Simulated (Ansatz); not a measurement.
The reference is BeO in the wurtzite structure (space group P6_3mc, No. 186; a = 2.690 Å, c = 4.370 Å).

The values are results of r2SCAN (Ansatz, a program for electronic structure; PAW; 500 eV plane waves; without spin-orbit coupling), not measurements.

For the base:

| Quantity | Value |
|---|---|
| Band gap | 8.55 eV |
| Lattice parameter a | 2.690 Å |
| Electron mass | 0.53 mₑ along c, 0.61 mₑ across (at Γ) |

Perturbation: cell and atoms relaxed at a pressure of 7.5 GPa.

What happens to the band gap, lattice parameter a and electron mass?

The band gap rises by 0.35 eV to 8.90 eV; the lattice parameter a falls by 0.028 Å, from 2.690 Å to 2.662 Å; the electron mass goes from 0.53 mₑ along c, 0.61 mₑ across (at Γ) to 0.55 mₑ along c, 0.64 mₑ across (at Γ).

Load acts through the strain it causes; cell and atoms are relaxed under it. Effective masses come from finite differences of ±0.01 Å⁻¹. No phonon test of stability was made. Competing high-pressure phases were not computed.
